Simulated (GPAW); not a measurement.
## BN: G0W0 quasiparticle levels with PBE

BN:

```
N B
1.0
     2.60403    0.00000    0.00000
    -1.30201    2.25516    0.00000
     0.00000    0.00000    4.30976
N B
2 2
Cartesian
  0.0000 1.5034 0.5399
  1.3020 0.7517 2.6948
  0.0000 1.5034 2.1537
  1.3020 0.7517 4.3086
```

Measurements of this composition are mostly on another form, of space group No. 194.

| Item | Value |
| --- | --- |
| Program | GPAW 26.7.0 |
| Task | G0W0 quasiparticle levels |
| Functional | PBE |
| Potentials or basis | GPAW PAW data sets (gpaw-data 1.2.1) |
| Cutoff | 600 eV |
| Basis | pw |
| k mesh | 5 × 5 × 3 |
| Occupations | fermi-dirac, width 0.001 eV |
| Spin | no spin polarisation |
| Response ecut | 96.2 eV |
| Frequency | ppa |
| Extrapolate | yes |
| Qp bands | 2 |
| Maxiter | 150 |
| Integrate gamma | WS |
| Vertex | none |
| All k | no |
| Response bands | 54 |

```
Band gap on the k mesh, mean-field level : 5.98 eV, indirect (least direct gap 7.97 eV)
Quasiparticle gap                        : 7.43 eV
Least direct quasiparticle gap           : 9.71 eV
```

Levels at points of the mesh, in eV from the valence-band top:
| k point | band 4 | band 5 | band 6 | band 7 | band 8 | band 9 | band 10 | band 11 | band 12 | band 13 |
| --- | --- | --- | --- | --- | --- | --- | --- | --- | --- | --- |
| (0.00, 0.00, 0.00) | -1.99 | -1.99 | -0.24 | 0.00 | 0.00 | 8.08 | 8.08 | 8.15 | 8.70 | 9.76 |

It took 69 s on 1 thread of Arm Neoverse V1 (shared host), peak memory 0.3 GiB.

Caveat: the k mesh is coarse (spacing up to 0.56 Å⁻¹), so the values aren't converged; the quasiparticle gap is taken among the few k points that were corrected; the long-wavelength limit can be off by a per cent or two; an odd mesh through Γ misses points on the zone boundary, where band edges often lie.
